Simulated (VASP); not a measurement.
# C (Fd-3m) in VASP: further runs, part 2 of 4

VASP 6.6.1. The steps go on from the part before.

## Step 4: G0W0 quasiparticle levels, PBE

The input, POSCAR:

```
C
1.0
    0.0000000000      1.7833700000      1.7833700000
    1.7833700000      0.0000000000      1.7833700000
    1.7833700000      1.7833700000      0.0000000000
C
2
Direct
    0.7500000000      0.7500000000      0.7500000000
    0.5000000000      0.5000000000      0.5000000000
```

The input, INCAR.step1:

```
SYSTEM = C
PREC = Accurate
ENCUT = 400
EDIFF = 1E-8
ISMEAR = 0
SIGMA = 0.01
LREAL = .FALSE.
LASPH = .TRUE.
NELM = 60
ALGO = Normal
LWAVE = .TRUE.
LCHARG = .FALSE.
GGA = PE
```

The input, INCAR.step2:

```
SYSTEM = C
PREC = Accurate
ENCUT = 400
EDIFF = 1E-8
ISMEAR = 0
SIGMA = 0.01
LREAL = .FALSE.
LASPH = .TRUE.
NELM = 1
ALGO = Exact
LWAVE = .TRUE.
LCHARG = .FALSE.
GGA = PE
NBANDS = 31
LOPTICS = .TRUE.
ISTART = 1
```

The input, INCAR.step3:

```
SYSTEM = C
PREC = Accurate
ENCUT = 400
EDIFF = 1E-8
ISMEAR = 0
SIGMA = 0.01
LREAL = .FALSE.
LASPH = .TRUE.
ALGO = EVGW0
LWAVE = .FALSE.
LCHARG = .FALSE.
GGA = PE
NELMGW = 1
NBANDS = 31
ENCUTGW = 150
NOMEGA = 48
PRECFOCK = Fast
ISTART = 1
NBANDSGW = 12
```

The input, KPOINTS:

```
regular mesh
0
G
  3 3 3
  0 0 0
```

Potentials or basis: VASP PAW PBE potentials, release 64 (C_GW).

Launch:

```
$ cat potpaw_PBE.64/C_GW/POTCAR > POTCAR
$ cp INCAR.step1 INCAR
$ mpirun -np 1 vasp_std > vasp.out
$ cp INCAR.step2 INCAR
$ mpirun -np 1 vasp_std > vasp.out
$ cp INCAR.step3 INCAR
$ mpirun -np 1 vasp_std > vasp.out
```

OUTCAR:

```text
SYSTEM = C
   PREC = Accurate
   ENCUT = 400
   EDIFF = 1E-8
   ISMEAR = 0
   LREAL = .FALSE.
   LASPH = .TRUE.
   GGA = PE
   NELMGW = 1
   ENCUTGW = 150
   PRECFOCK = Fast
   ISTART = 1

 Found      4 irreducible k-points:

 Following reciprocal coordinates:
            Coordinates               Weight
  0.000000  0.000000  0.000000      1.000000
  0.333333  0.000000  0.000000      8.000000
  0.333333  0.333333  0.000000      6.000000
 -0.333333  0.333333  0.000000     12.000000
   k-points           NKPTS =      4   k-points in BZ     NKDIM =     27   number of bands    NBANDS=     31
   number of dos      NEDOS =    301   number of ions     NIONS =      2
   total plane-waves  NPLWV =   4096
   dimension x,y,z NGX =    16 NGY =   16 NGZ =   16
   dimension x,y,z NGXF=    32 NGYF=   32 NGZF=   32
   ions per type =               2
   NGX,Y,Z   is equivalent  to a cutoff of  10.55, 10.55, 10.55 a.u.
   NGXF,Y,Z  is equivalent  to a cutoff of  21.09, 21.09, 21.09 a.u.
 SYSTEM =  C
   PREC   = accura    normal or accurate (medium, high low for compatibility)
   ISTART =      1    job   : 0-new  1-cont  2-samecut
   ICHARG =      0    charge: 1-file 2-atom 10-const
   ISPIN  =      1    spin polarized calculation?
   LNONCOLLINEAR =      F non collinear calculations
   LSORBIT =      F    spin-orbit coupling
   LASPH  =      T    aspherical Exc in radial PAW
   ENCUT  =  400.0 eV  29.40 Ry    5.42 a.u.   4.11  4.11  4.11*2*pi/ulx,y,z
   NELM   =     60;   NELMIN=  2; NELMDL=  0     # of ELM steps
   EDIFF  = 0.1E-07   stopping-criterion for ELM
   LREAL  =      F    real-space projection
   EDIFFG = 0.1E-06   stopping-criterion for IOM
   NSW    =      0    number of steps for IOM
   IBRION =     -1    ionic relax: 0-MD 1-quasi-New 2-CG
   NFREE  =      0    steps in history (QN), initial steepest desc. (CG)
   ISIF   =      0    stress and relaxation
   ISYM   =      3    0-nonsym 1-usesym 2-fastsym
   POTIM  = 0.5000    time-step for ionic-motion
   TEBEG  =    0.0;   TEEND  =   0.0 temperature during run
   PSTRESS=    0.0 pullay stress
   NELECT =       8.0000    total number of electrons
   NUPDOWN=      -1.0000    fix difference up-down
   EMIN   =  10.00;   EMAX   =-10.00  energy-range for DOS
   EFERMI =   0.00;   METHOD = LEGACY
   ISMEAR =     0;   SIGMA  =   0.01  broadening in eV -4-tet -1-fermi 0-gaus
   EFERMI_NEDOS =   21; number of points for ismear=-14 and -15
   IALGO  =     38    algorithm
   IMIX   =      4    mixing-type and parameters
     AMIX     =   0.40;   BMIX     =  1.00
     AMIX_MAG =   1.60;   BMIX_MAG =  1.00
  volume/ion in A,a.u.               =       5.67        38.28
  Fermi-wavevector in a.u.,A,eV,Ry     =   1.457203  2.753714 28.891161  2.123440
  Thomas-Fermi vector in A             =   2.574032
   LORBIT       =      0    0 simple, 1 ext, 2 COOP (PROOUT), +10 PAW based schemes
   GGA     = PE    functional components
   LHFCALC =     T    Hartree Fock is set to
   PRECFOCK=fast      Normal, Fast or Accurate (Low or Medium for compatibility)
   ENCUT4O =  -1.0   cutoff for four orbital integrals eV
   NKREDX  =     1    reduce k-point grid by
   NKREDY  =     1    reduce k-point grid by
   NKREDZ  =     1    reduce k-point grid by
   AEXX    =    1.0000 exact exchange contribution
   HFSCREEN=    0.0000 screening length (either q_TF or 0.3 A-1)
   HFSCREENC=   0.0000 screening length for correlation (either q_TF or 0.3 A-1)
   ENCUTFOCK=  -1.0 apply spherical cutoff to Coloumb kernel
   IVDW    =     0    specifies the selected vdW correction
   LEPSILON=     F    determine dielectric tensor
   LRPA    =     F    only Hartree local field effects (RPA)
   LRPAFORCE           =     F    calculate RPA forces
   ENCUTGW             = 150.0    cutoff for response function in eV
   ENCUTGWSOFT         = 120.0    soft cutoff for Coulomb kernel in GW response function in eV
   ENCUTLF             =  -1.0    cutoff for local field effects
   NELMGW              =     1    number of iterations in solving QP/BSE equation
   NELMHF              =     1    number of iterations in the inner HF iteration
   NKREDLFX            =     1    NKREDLFY  =   1   NKREDLFZ  =   1
 non-spin polarized calculation
 Gauss-broadening in eV      SIGMA  =   0.01
  energy-cutoff  :      400.00
  volume of cell :       11.34
 maximum number of plane-waves:       212
  NGX = 10; NGY = 10; NGZ = 10
   NGX =  9   NGY =  9   NGZ =  9
 maximum number of plane-waves:        59

 QP shifts <psi_nk| G(iteration)W_0 |psi_nk>: iteration 1
 for sc-GW calculations column KS-energies equals QP-energies in previous step
 and V_xc(KS)=  KS-energies - (<T + V_ion + V_H > + <T+V_H+V_ion>^1  + <V_x>^1)

 k-point   1 :       0.0000    0.0000    0.0000
  band No.  KS-energies  QP-energies   sigma(KS)   V_xc(KS)     V^pw_x(r,r')   Z            occupation Imag(sigma)

      1     -11.6480     -13.0987     -16.6966     -14.7587     -25.3527       0.7486       2.0000       1.4744
      2       9.9149       9.5996     -17.2055     -16.8210     -20.0012       0.8200       2.0000       0.1023
      3       9.9149       9.5996     -17.2055     -16.8210     -20.0012       0.8200       2.0000       0.1023
      4       9.9149       9.5996     -17.2055     -16.8210     -20.0012       0.8200       2.0000       0.1023
      5      15.4460      16.7252     -13.9352     -15.5138      -8.8023       0.8103       0.0000      -0.1333
      6      15.4460      16.7252     -13.9352     -15.5138      -8.8023       0.8103       0.0000      -0.1333
      7      15.4460      16.7252     -13.9352     -15.5138      -8.8023       0.8103       0.0000      -0.1333
      8      23.1895      24.3954     -14.8198     -16.3844      -7.5200       0.7707       0.0000      -0.3377
      9      29.1261      29.5451     -11.2630     -11.7796      -4.2137       0.8111       0.0000      -0.4527
     10      36.3382      37.6295     -12.2952     -13.8615      -5.7968       0.8244       0.0000      -0.5659
     11      36.3382      37.6295     -12.2952     -13.8615      -5.7968       0.8244       0.0000      -0.5659
     12      37.3261      38.0811     -10.5120     -11.4330      -3.1742       0.8197       0.0000      -1.0297

 k-point   2 :       0.3333    0.0000    0.0000
  band No.  KS-energies  QP-energies   sigma(KS)   V_xc(KS)     V^pw_x(r,r')   Z            occupation Imag(sigma)

      1      -8.6270      -9.9702     -16.7877     -15.0134     -24.6333       0.7571       2.0000       1.0950
      2       0.4812      -0.4479     -16.5420     -15.3566     -21.4050       0.7839       2.0000       0.2735
      3       7.5690       7.1126     -17.0157     -16.4563     -20.2500       0.8159       2.0000       0.1183
      4       7.5690       7.1126     -17.0157     -16.4563     -20.2500       0.8159       2.0000       0.1183
      5      18.1250      19.4836     -13.7711     -15.4544      -8.1228       0.8072       0.0000      -0.1644
      6      18.1250      19.4836     -13.7711     -15.4544      -8.1228       0.8072       0.0000      -0.1644
      7      18.4141      19.4968     -14.2999     -15.6488      -8.5213       0.8026       0.0000      -0.1767
      8      25.1058      26.4102     -13.3101     -14.9746      -5.9314       0.7837       0.0000      -0.3778
      9      30.7928      31.5983     -11.9261     -12.9375      -4.4942       0.7964       0.0000      -0.5544
     10      33.0317      34.0911     -11.7791     -13.0678      -5.0451       0.8220       0.0000      -0.5587
     11      33.0317      34.0911     -11.7791     -13.0678      -5.0451       0.8220       0.0000      -0.5587
     12      35.1253      36.1109     -12.0559     -13.3137      -3.9903       0.7835       0.0000      -0.7944

 k-point   3 :       0.3333    0.3333    0.0000
  band No.  KS-energies  QP-energies   sigma(KS)   V_xc(KS)     V^pw_x(r,r')   Z            occupation Imag(sigma)

      1      -7.6206      -8.9523     -16.7953     -15.0754     -24.3488       0.7743       2.0000       1.0067
      2       2.6849       1.8260     -17.3005     -16.2138     -21.8369       0.7904       2.0000       0.2142
      3       4.5572       3.9052     -16.6822     -15.8654     -20.5610       0.7983       2.0000       0.1590
      4       4.5572       3.9052     -16.6822     -15.8654     -20.5610       0.7983       2.0000       0.1590
      5      13.9836      14.7996     -13.1853     -14.1766      -8.1961       0.8231       0.0000      -0.1281
      6      17.5567      18.2966     -12.2230     -13.1267      -6.5940       0.8187       0.0000      -0.1566
      7      23.9242      25.6240     -14.4420     -16.6212      -7.4165       0.7800       0.0000      -0.3162
      8      23.9242      25.6240     -14.4420     -16.6212      -7.4165       0.7800       0.0000      -0.3162
      9      31.1605      32.5097     -13.8226     -15.5593      -5.9090       0.7769       0.0000      -0.6613
     10      33.0635      34.2319     -12.5170     -14.0058      -4.4527       0.7848       0.0000      -0.6758
     11      41.5342      42.9611     -12.1635     -13.8913      -5.1696       0.8258       0.0000      -1.0036
     12      44.4707      45.4332     -11.3061     -12.5096      -3.1981       0.7998       0.0000      -1.2593

 k-point   4 :      -0.3333    0.3333    0.0000
  band No.  KS-energies  QP-energies   sigma(KS)   V_xc(KS)     V^pw_x(r,r')   Z            occupation Imag(sigma)

      1      -4.2114      -5.4397     -17.2372     -15.6666     -23.8971       0.7821       2.0000       0.6674
      2      -1.0879      -2.1389     -17.0193     -15.6733     -22.6238       0.7808       2.0000       0.3927
      3       0.4715      -0.4313     -15.8711     -14.7333     -20.4156       0.7935       2.0000       0.2517
      4       5.1915       4.5620     -16.8007     -16.0211     -20.5519       0.8076       2.0000       0.1490
      5      16.1747      17.0180     -12.8081     -13.8370      -7.4454       0.8196       0.0000      -0.1419
      6      22.7811      24.4378     -14.1590     -16.2695      -7.3026       0.7850       0.0000      -0.2891
      7      23.3937      24.8571     -13.9387     -15.8103      -6.9735       0.7819       0.0000      -0.3021
      8      24.8623      26.3929     -14.3041     -16.2778      -6.8417       0.7755       0.0000      -0.3826
      9      26.7825      27.7960     -12.5253     -13.7693      -6.2312       0.8147       0.0000      -0.2996
     10      33.5175      34.5540     -11.6731     -12.9220      -5.2095       0.8300       0.0000      -0.5235
     11      34.6934      36.1585     -13.2815     -15.1814      -4.6916       0.7711       0.0000      -0.8273
     12      43.6179      44.4353     -11.0206     -12.0233      -3.2041       0.8151       0.0000      -1.2181
```

It took 3.1 s on 1 thread of Intel Xeon 6975P-C (Granite Rapids), shared host; peak memory 0.11 GiB.

The run converged, but a check on its numbers failed (symmetry, net force, bounds or a known fault of this set-up), so they aren't taken as properties of the crystal.

Caveat: the k mesh is coarse (spacing up to 1.02 Å⁻¹), so the values aren't converged; the cutoff lies under the usual one of these potentials, so the numbers hold a large basis-set error; bands, screening cutoff and mesh are small and nothing is extrapolated, so the quasiparticle values aren't converged; an odd mesh through Γ misses points on the zone boundary, where band edges often lie.

[end of part 2 of 4]
